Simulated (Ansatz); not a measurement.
## ZrO2 (fluorite structure)

**What was measured.** A cell as deposited of cubic ZrO2 (space group Fm-3m), temperature not stated, from the Crystallography Open Database (1971), has a = 5.090 Å and 10.99 Å³/atom.

Computed with Ansatz (plane waves, PAW, 420 eV cutoff): PBEsol, scalar-relativistic, no spin polarisation, Γ-centred 10×10×10 mesh, 0.05 eV Gaussian smearing; PAW files: Ansatz's generated set soft_2.

```
Zr O
1.0
     0.00000    2.53202    2.53202
     2.53202    0.00000    2.53202
     2.53202    2.53202    0.00000
Zr O
1 2
Cartesian
  0.0000 0.0000 0.0000
  1.2660 1.2660 1.2660
  3.7980 3.7980 3.7980
```

The start was a prototype's sites filled with these elements; the Crystallography Open Database holds the compound in this structure.

The cell above was scaled in volume, its shape and atoms being fixed by the lattice's symmetry. Energies are counted from the cell above.

| V (Å³/atom) | ΔE (meV/atom) | P from the stress (GPa) |
| --- | --- | --- |
| 10.389 | 14.85 | 11.34 |
| 10.606 | 3.57 | 5.38 |
| 10.822 | 0.00 | 0.00 |
| 11.039 | 3.34 | -4.84 |
| 11.255 | 12.85 | -9.20 |

Problem. Do the energies and the pressures agree? Compare −ΔE/ΔV between neighbouring points (1 meV/Å³ = 0.1602 GPa) with the mean of their pressures.

Solution. 
```tsv
interval (Å³/atom)	−ΔE/ΔV (GPa)	mean P (GPa)
10.39 to 10.61	8.4	8.4
10.61 to 10.82	2.6	2.7
10.82 to 11.04	-2.5	-2.4
11.04 to 11.25	-7.0	-7.0
```
They differ by 0.05 GPa at most.

Problem. What do the two routes give for V0, B0 and B0′?

Solution. A third-order Birch–Murnaghan fit of the energies: V0 = 10.82 Å³/atom, B0 = 255 GPa, B0′ = 4.6. A polynomial of P in ln V, with B = −dP/d ln V at P = 0: V0 = 10.82 Å³/atom, B0 = 255 GPa, B0′ = 4.2.

B0·V0 = 255.3 GPa × 10.82 Å³ = 17.24 eV/atom sets the scale: near the minimum ΔE ≈ ½ B0 V0 x², with x = V/V0 − 1, and a pressure of 2.6 GPa squeezes the volume by about 1 %. At the ends of the curve: x = −4.0 % predicts 13.8 meV/atom and the run gives 14.9; x = +4.0 % predicts 13.8 meV/atom and the run gives 12.9. The lopsidedness is anharmonic: atoms resist being pushed together more than being pulled apart.

**Against experiment.** PBEsol gives 5.064 Å and 10.82 Å³/atom, −1.5 % in volume (−0.5 % in length) from the database's cell. PBEsol was built to cure PBE's overestimate of volumes, and the static lattice lacks thermal expansion.

